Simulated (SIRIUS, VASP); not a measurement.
This is a calculation of NiSb (Breithauptite) for VASP 6.6.1. 

File INCAR:

```
SYSTEM = NiSb
PREC = Accurate
ENCUT = 520
EDIFF = 1E-7
ISMEAR = -1
SIGMA = 0.05
LREAL = .FALSE.
LASPH = .TRUE.
NELM = 150
ALGO = Normal
ISIF = 2
LWAVE = .FALSE.
LCHARG = .FALSE.
ISPIN = 2
MAGMOM = 0 0 1 1
LORBIT = 11
LMAXMIX = 4
GGA = PE
NBANDS = 27
```

File KPOINTS:

```
regular mesh
0
G
  8 8 5
  0 0 0
```

The input POSCAR:

```
NiSb
1.0
    3.9280000000      0.0000000000      0.0000000000
   -1.9640000000      3.4017477861      0.0000000000
    0.0000000000      0.0000000000      5.1200000000
Sb Ni
2 2
Direct
    0.6666666667      0.3333333333      0.7500000000
    0.3333333333      0.6666666667      0.2500000000
    0.0000000000      0.0000000000      0.5000000000
    0.0000000000      0.0000000000      0.0000000000
```

Potentials or basis: VASP PAW PBE potentials, release 64 (Sb, Ni).

Launch:

```sh
$ cat potpaw_PBE.64/Sb/POTCAR potpaw_PBE.64/Ni/POTCAR > POTCAR
$ mpirun -np 1 vasp_std > vasp.out
```

**Question.** Translate it to SIRIUS 7.12.0. Potentials or basis there: all-electron FP-LAPW, apw+lo standard.

**Answer.** As run (cutoffs and basis follow the program's own potentials, and thresholds, step limits or extra output files can differ):

The input sirius.json:

```json
{
  "control": {
    "processing_unit": "cpu",
    "std_evp_solver_name": "lapack",
    "gen_evp_solver_name": "lapack",
    "verbosity": 2,
    "print_forces": true,
    "ortho_rf": true,
    "use_second_variation": true,
    "rmt_max": 3.0,
    "num_bands_to_print": 24,
    "save_wf": true
  },
  "parameters": {
    "electronic_structure_method": "full_potential_lapwlo",
    "xc_functionals": ["XC_GGA_X_PBE", "XC_GGA_C_PBE"],
    "core_relativity": "dirac",
    "valence_relativity": "iora",
    "num_fv_states": 58,
    "smearing": "fermi_dirac",
    "smearing_width": 0.0018374661,
    "pw_cutoff": 20,
    "gk_cutoff": 3.83,
    "lmax_apw": 11,
    "lmax_rho": 8,
    "lmax_pot": 8,
    "num_mag_dims": 1,
    "auto_rmt": 0,
    "ngridk": [8, 8, 5],
    "shiftk": [0, 0, 0],
    "num_dft_iter": 80,
    "energy_tol": 1e-07,
    "density_tol": 1e-05,
    "use_symmetry": true
  },
  "settings": {"tol_ne": 1e-10},
  "iterative_solver": {"type": "exact"},
  "mixer": {"type": "anderson", "beta": 0.4, "max_history": 8},
  "unit_cell": {
    "lattice_vectors": [[7.4228442175, 0.0, 0.0], [-3.7114221088, 6.4283716608, 0.0], [0.0, 0.0, 9.6753977581]],
    "atom_types": ["Ni", "Sb"],
    "atom_files": {"Ni": "Ni.json", "Sb": "Sb.json"},
    "atoms": {
      "Ni": [[0.0, 0.0, 0.5, 0.0, 0.0, 1.0], [0.0, 0.0, 0.0, 0.0, 0.0, 1.0]],
      "Sb": [[0.6666666667, 0.3333333333, 0.75, 0.0, 0.0, 0.0], [0.3333333333, 0.6666666667, 0.25, 0.0, 0.0, 0.0]]
    }
  }
}
```

Potentials or basis: all-electron FP-LAPW, apw+lo standard.

Launch:

```sh
$ OMP_NUM_THREADS=2 sirius.scf --input=sirius_start.json --output=start.json
$ OMP_NUM_THREADS=2 sirius.scf --input=sirius.json --output=output.json --task=1
```

Both were run:

|  | VASP | SIRIUS |
| --- | --- | --- |
| Net moment | 0.00 μB per cell | 0.00 μB per cell |

The magnetic state is the one that the start led to; the real crystal's order can differ.
